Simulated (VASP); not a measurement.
# Br (Immm) in VASP: electric field gradients with PBEsol

Aim: the electric field gradients of Br with PBEsol.

All numbers are computed with VASP 6.6.1; they aren't measurements. Logs are shortened: lines on timing, memory, paths and dates and some standing lists are left out, and cuts for length are marked.

## 1. The structure

Symmetry: Immm, No. 71, orthorhombic system. The conventional cell has a = 2.574 Å, b = 3.440 Å, c = 7.156 Å, α = 90.00°, β = 90.00°, γ = 90.00°. Br (site symmetry mmm) is surrounded by 2 Br at 2.57 Å.

## 2. Electric field gradients, PBEsol

INCAR reads:

```
ALGO = Normal ; EDIFF = 1E-7
ENCUT = 600 ; GGA = PS
ISIF = 2 ; ISMEAR = -1
LASPH = True ; LCHARG = False
LEFG = True ; LREAL = False
LWAVE = False ; NELM = 60
PREC = Accurate ; SIGMA = 0.05
```

KPOINTS reads:

```
k-points
0
Gamma
  16 16 16
```

POSCAR reads:

```
Br
1.0
   -1.2867684050      1.7199972000      3.5779911600
    1.2867684050     -1.7199972000      3.5779911600
    1.2867684050      1.7199972000     -3.5779911600
Br
1
Direct
    0.0000000000      0.0000000000      0.0000000000
```

Potentials or basis: VASP PAW PBE potentials, release 64 (Br).

Command:

```sh
> cat potpaw_PBE.64/Br/POTCAR > POTCAR
> mpirun -np 1 vasp_std > vasp.out
```

OUTCAR:

```text
EDIFF = 1E-7
   ENCUT = 600
   GGA = PS
   ISIF = 2
   ISMEAR = -1
   LASPH = True
   LREAL = False
   NELM = 60
   PREC = Accurate

 ion  position               nearest neighbor table
   1  0.000  0.000  0.000-

  LATTYP: Found a body centered orthorhombic cell.
 ALAT       =     2.5735368100
 B/A-ratio  =     1.3366796957
 C/A-ratio  =     2.7806022794

  Lattice vectors:

 A1 = (  -1.2867684050,   1.7199972000,   3.5779911600)
 A2 = (   1.2867684050,  -1.7199972000,   3.5779911600)
 A3 = (   1.2867684050,   1.7199972000,  -3.5779911600)

Analysis of symmetry for initial positions (statically):
=====================================================================
 Subroutine PRICEL returns:
 Original cell was already a primitive cell.

 Routine SETGRP: Setting up the symmetry group for a
 body centered orthorhombic supercell.

 Subroutine GETGRP returns: Found  8 space group operations
 (whereof  8 operations were pure point group operations)
 out of a pool of  8 trial point group operations.

The static configuration has the point symmetry D_2h.

Analysis of symmetry for dynamics (positions and initial velocities):
=====================================================================
 Subroutine PRICEL returns:
 Original cell was already a primitive cell.

 Routine SETGRP: Setting up the symmetry group for a
 body centered orthorhombic supercell.

 Subroutine GETGRP returns: Found  8 space group operations
 (whereof  8 operations were pure point group operations)
 out of a pool of  8 trial point group operations.

The dynamic configuration has the point symmetry D_2h.

 Subroutine INISYM returns: Found  8 space group operations
 (whereof  8 operations are pure point group operations),
 and found     1 'primitive' translations

----------------------------------------------------------------------------------------

                                     Primitive cell

  volume of cell :      31.6758

  direct lattice vectors                    reciprocal lattice vectors
    -1.286768405  1.719997200  3.577991160     0.000000000  0.290698148  0.139743218
     1.286768405 -1.719997200  3.577991160     0.388570312  0.000000000  0.139743218
     1.286768405  1.719997200 -3.577991160     0.388570312  0.290698148  0.000000000

  length of vectors
     4.173270185  4.173270185  4.173270185     0.322542370  0.412934685  0.485275489

  position of ions in fractional coordinates (direct lattice)
     0.000000000  0.000000000  0.000000000

  ion indices of the primitive-cell ions
   primitive index   ion index
                 1           1

----------------------------------------------------------------------------------------

 KPOINTS: k-points

Automatic generation of k-mesh.
 Grid dimensions read from file:
 generate k-points for:   16   16   16

 Generating k-lattice:

  Cartesian coordinates                     Fractional coordinates (reciprocal lattice)
     0.000000000  0.018168634  0.008733951     0.062500000  0.000000000  0.000000000
     0.024285644  0.000000000  0.008733951     0.000000000  0.062500000 -0.000000000
     0.024285644  0.018168634  0.000000000     0.000000000 -0.000000000  0.062500000

  Length of vectors
     0.020158898  0.025808418  0.030329718

  Shift w.r.t. Gamma in fractional coordinates (k-lattice)
     0.000000000  0.000000000  0.000000000

 Subroutine IBZKPT returns following result:
 ===========================================

 Found    621 irreducible k-points:

 Following reciprocal coordinates:
            Coordinates               Weight
  0.000000  0.000000  0.000000      1.000000
  0.062500  0.000000 -0.000000      4.000000
  0.125000  0.000000 -0.000000      4.000000
  0.187500  0.000000 -0.000000      4.000000
  0.250000  0.000000 -0.000000      4.000000
  0.312500  0.000000  0.000000      4.000000
[... 16 lines left out ...]
 -0.187500  0.062500  0.000000      8.000000
 -0.125000  0.062500  0.000000      8.000000
 [... further k-points ...]
   k-points           NKPTS =    621   k-points in BZ     NKDIM =    621   number of bands    NBANDS=      7
   number of dos      NEDOS =    301   number of ions     NIONS =      1
   total plane-waves  NPLWV =  46656
   dimension x,y,z NGX =    36 NGY =   36 NGZ =   36
   dimension x,y,z NGXF=    72 NGYF=   72 NGZF=   72
   ions per type =               1
   NGX,Y,Z   is equivalent  to a cutoff of  14.34, 14.34, 14.34 a.u.
   NGXF,Y,Z  is equivalent  to a cutoff of  28.68, 28.68, 28.68 a.u.
 SYSTEM =  unknown system
   PREC   = accura    normal or accurate (medium, high low for compatibility)
   ISTART =      0    job   : 0-new  1-cont  2-samecut
   ICHARG =      2    charge: 1-file 2-atom 10-const
   ISPIN  =      1    spin polarized calculation?
   LNONCOLLINEAR =      F non collinear calculations
   LSORBIT =      F    spin-orbit coupling
   LASPH  =      T    aspherical Exc in radial PAW
   ENCUT  =  600.0 eV  44.10 Ry    6.64 a.u.   8.34  8.34  8.34*2*pi/ulx,y,z
   NELM   =     60;   NELMIN=  2; NELMDL= -5     # of ELM steps
   EDIFF  = 0.1E-06   stopping-criterion for ELM
   LREAL  =      F    real-space projection
   EDIFFG = 0.1E-05   stopping-criterion for IOM
   NSW    =      0    number of steps for IOM
   IBRION =     -1    ionic relax: 0-MD 1-quasi-New 2-CG
   NFREE  =      0    steps in history (QN), initial steepest desc. (CG)
   ISIF   =      2    stress and relaxation
   ISYM   =      2    0-nonsym 1-usesym 2-fastsym
   POTIM  = 0.5000    time-step for ionic-motion
   TEBEG  =    0.0;   TEEND  =   0.0 temperature during run
   PSTRESS=    0.0 pullay stress
   NELECT =       7.0000    total number of electrons
   NUPDOWN=      -1.0000    fix difference up-down
   EMIN   =  10.00;   EMAX   =-10.00  energy-range for DOS
   EFERMI =   0.00;   METHOD = LEGACY
   ISMEAR =    -1;   SIGMA  =   0.05  broadening in eV -4-tet -1-fermi 0-gaus
   EFERMI_NEDOS =   21; number of points for ismear=-14 and -15
   IALGO  =     38    algorithm
   IMIX   =      4    mixing-type and parameters
     AMIX     =   0.40;   BMIX     =  1.00
     AMIX_MAG =   1.60;   BMIX_MAG =  1.00
  volume/ion in A,a.u.               =      31.68       213.76
  Fermi-wavevector in a.u.,A,eV,Ry     =   0.989764  1.870383 13.328717  0.979633
  Thomas-Fermi vector in A             =   2.121386
   LORBIT       =      0    0 simple, 1 ext, 2 COOP (PROOUT), +10 PAW based schemes
   GGA     = PS    functional components
   LHFCALC =     F    Hartree Fock is set to
   AEXX    =    0.0000 exact exchange contribution
   IVDW    =     0    specifies the selected vdW correction
   LEPSILON=     F    determine dielectric tensor
   LRPA    =     F    only Hartree local field effects (RPA)
 non-spin polarized calculation
  energy-cutoff  :      600.00
  volume of cell :       31.68
 maximum number of plane-waves:      1073
 NGX is ok and might be reduce to    36
   NGX = 17   NGY = 17   NGZ = 17

 number of electron       7.0000000 magnetization

 Free energy of the ion-electron system (eV)
  ---------------------------------------------------
  ext. energy  EPLUGINS =         0.00000000
  ---------------------------------------------------
  free energy    TOTEN  =        -1.73550803 eV

  energy without entropy =       -1.72631257  energy(sigma->0) =       -1.73091030

 E-fermi :   0.1342     XC(G=0):  -8.3827

 val. band max:        0.1317587785   @ k =   0.1250   0.1875   0.0000
 cond. band min:       0.1366206605   @ k =   0.5000  -0.4375   0.2500
 fundamental gap:      0.0048618819
 Fermi energy:         0.1342036746

 k-point     1 :       0.0000    0.0000    0.0000
  band No.  band energies     occupation
      1     -15.6919      2.00000
      2      -1.7603      2.00000
      3      -1.0160      2.00000
      4       4.0499      0.00000
      5       5.3545      0.00000
      6       9.3334      0.00000
      7      12.1608      0.00000

 k-point     2 :       0.0625    0.0000   -0.0000
  band No.  band energies     occupation
      1     -15.6752      2.00000
      2      -1.7851      2.00000
      3      -1.1760      2.00000
      4       4.0555      0.00000
      5       5.5417      0.00000
      6       9.4798      0.00000
      7      11.6473      0.00000

 k-point     3 :       0.1250    0.0000   -0.0000
  band No.  band energies     occupation
      1     -15.6271      2.00000
      2      -1.8849      2.00000
      3      -1.5582      2.00000
      4       4.0714      0.00000
      5       6.0197      0.00000
      6       9.8172      0.00000
      7      10.9452      0.00000
[... 191 lines left out ...]
 k-point    23 :      -0.1875    0.0625    0.0000
  band No.  band energies     occupation
      1     -15.4888      2.00000
      2      -2.1281      2.00000
      3      -1.7258      2.00000
      4       3.4550      0.00000
      5       6.5428      0.00000
      6       9.8492      0.00000
      7      11.0586      0.00000

 k-point    24 :      -0.1250    0.0625    0.0000
  band No.  band energies     occupation
      1     -15.5598      2.00000
      2      -1.7342      2.00000
      3      -1.5150      2.00000
      4       3.4257      0.00000
      5       5.9952      0.00000
      6      10.0346      0.00000
      7      10.8359      0.00000

 [... further k-points ...]
[... 5 lines left out ...]
  --------------------------------------------------------------------------------------
  -------------------------------------------------------------------------------------
  Total       -0.3421072     -0.1308196     -0.0126179     -0.0000000      0.0000000      0.0000000
  in kB      -17.3039582     -6.6169241     -0.6382177     -0.0000000      0.0000000      0.0000000
  external PRESSURE =      -8.1863667 kB  Pullay stress =       0.0000000 kB

 VOLUME and BASIS-vectors are now :
 -----------------------------------------------------------------------------
  energy-cutoff  :      600.00
  volume of cell :       31.68
      direct lattice vectors                 reciprocal lattice vectors
    -1.286768405  1.719997200  3.577991160     0.000000000  0.290698148  0.139743218
     1.286768405 -1.719997200  3.577991160     0.388570312  0.000000000  0.139743218
     1.286768405  1.719997200 -3.577991160     0.388570312  0.290698148  0.000000000

 POSITION                                       TOTAL-FORCE (eV/Angst)
 -----------------------------------------------------------------------------------
      0.00000      0.00000      0.00000         0.000000     -0.000000     -0.000000
 -----------------------------------------------------------------------------------
    total drift:                                0.000000      0.000000      0.000000

  FREE ENERGIE OF THE ION-ELECTRON SYSTEM (eV)
  ---------------------------------------------------
  free  energy   TOTEN  =        -1.7355080337 eV

  energy  without entropy=       -1.7263125674  energy(sigma->0) =       -1.73091030

 Electric field gradients (V/A^2)
---------------------------------------------------------------------
 ion       V_xx      V_yy      V_zz      V_xy      V_xz      V_yz
---------------------------------------------------------------------
   1     752.907  -200.998  -551.909    -0.000    -0.000    -0.000
---------------------------------------------------------------------

 Electric field gradients after diagonalization (V/A^2)
 (convention: |V_zz| > |V_xx| > |V_yy|)
----------------------------------------------------------------------
 ion       V_xx      V_yy      V_zz     asymmetry (V_yy - V_xx)/ V_zz
----------------------------------------------------------------------
   1    -551.909  -200.998   752.907       0.466
----------------------------------------------------------------------

           NMR quadrupolar parameters

 Cq : quadrupolar parameter    Cq=e*Q*V_zz/h
 eta: asymmetry parameters     (V_yy - V_xx)/ V_zz
 Q  : nuclear electric quadrupole moment in mb (millibarn)
----------------------------------------------------------------------
 ion       Cq(MHz)       eta       Q (mb)
----------------------------------------------------------------------
   1       1.821       0.466       1.000
----------------------------------------------------------------------
```

Wall time 88 s (1 thread of Intel Xeon 6975P-C (Granite Rapids), shared host); peak memory 0.34 GiB.

Results:

```
Free energy            : -1.7355 eV
Pressure               : -0.8 GPa
Band gap on the k mesh : none (metal or under the smearing width)
```

Electric field gradients, principal values (V/Å²):
```
atom       Vxx       Vyy      Vzz
1 Br  -200.998  -551.909  752.907
```

Caveat: the PAW data sets were made with another functional, which shifts forces and pressure a little; an odd number of electrons without spin polarisation forces a metal; a magnetic or distorted state may lie lower.
